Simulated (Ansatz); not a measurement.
**PbS: how the settings move a single-point run**

Question: which choices in the input matter for PbS?

Method: reference: DFT, PBE, plane waves, PAW, in Ansatz 0.2.0.

## 1. The structure to begin with

Symmetry: P6_3mc, No. 186, hexagonal system. Conventional cell: a = 4.086 Å, b = 4.086 Å, c = 7.469 Å, α = 90.00°, β = 90.00°, γ = 120.00°. Around Pb (site symmetry 3m) lie 6 S at 2.85 to 3.19 Å. Around S (site symmetry 3m) lie 6 Pb at 2.85 to 3.19 Å.

As a file:

```cif
data_structure
_symmetry_space_group_name_H-M 'P6_3mc'
_symmetry_Int_Tables_number 186
_cell_length_a 4.0859
_cell_length_b 4.0859
_cell_length_c 7.4692
_cell_angle_alpha 90.000
_cell_angle_beta 90.000
_cell_angle_gamma 120.000
_cell_volume 107.99
loop_
_atom_site_label
_atom_site_type_symbol
_atom_site_symmetry_multiplicity
_atom_site_Wyckoff_symbol
_atom_site_fract_x
_atom_site_fract_y
_atom_site_fract_z
_atom_site_occupancy
Pb1 Pb 2 a 0.00000 0.00000 0.98292 1
S1 S 2 b 0.33333 0.66667 0.19628 1
```

## 2. Baseline

Contents of input.yaml:

```yaml
crystal:
  lattice:
    - [2.0429167103, -3.5384928845, 0.0]
    - [2.0429167103, 3.5384928845, 0.0]
    - [0.0, 0.0, 7.4692080844]
  atoms:
    - { symbol: Pb, position: [-1.7378e-06, 1.0000017378, 0.4829158743] }
    - { symbol: Pb, position: [1.0000017378, -1.7378e-06, 0.9829158743] }
    - { symbol: S, position: [0.6666675205, 0.3333324795, 0.6962841257] }
    - { symbol: S, position: [0.3333324795, 0.6666675205, 0.1962841257] }
kpoints:
  mp_grid: { grid: [6, 6, 2] }
hamiltonian:
  xc: pbe
scf:
  occupations: { method: fixed }
  n_extra_bands: 5
output:
  forces: true
  stress: true
  eigenvalues: true
```

Started as:

```console
$ ansatz run input.yaml --threads 4 --pin off --max-ram 4608MiB --backend cpu --events-out ev --progress --plain --runs-dir out
```

## 3. Variant: exchange pbe, correlation pbe, coeff 1.0, omega 0.2078

input.yaml: that of step 2 with these lines changed.

```diff
@@ -13,3 +13,6 @@
 hamiltonian:
-  xc: pbe
+  xc:
+    exchange: pbe
+    correlation: pbe
+    exx: { coeff: 1.0, omega: 0.2078 }
 scf:
```

**Question.** What will these runs give? Wanted: for each run, ending; energy change; pressure; gap; force.

The runs gave:

```csv
run,ending,energy change,pressure (GPa),gap (eV),force (eV/Å),cycles,time
reference,converged,-,2.0,0.39,0.04,6,1.4 s
"1: exchange pbe, correlation pbe, coeff 1.0, omega 0.2078",converged,not comparable,-1.9,1.95,0.32,25,45 s
```

Residual by cycle in the longest SCF loop of each run; runs are numbered as in the table. The quantity is the density residual dr2, in eV.

```csv
cycle,reference,run 1
1,0.00147,0.238
2,3.5e-4,0.149
3,4.9e-5,0.0583
4,6.4e-6,0.0099
5,5.1e-7,0.00179
6,5.2e-8,4.0e-4
7,-,2.9e-5
```

**Reading.** After a change of functional the difference of the totals has no physical meaning; the pressure goes from 2.0 to -1.9 GPa, the gap on the mesh goes from 0.39 to 1.95 eV and the largest force goes from 0.04 to 0.32 eV/Å. At this fixed cell a lower pressure means that this functional prefers a smaller volume than the reference. Cost: 25 SCF cycles against 6, 45 s against 1.4 s. The gap of the reference lacks spin-orbit coupling, though the cell holds Pb.
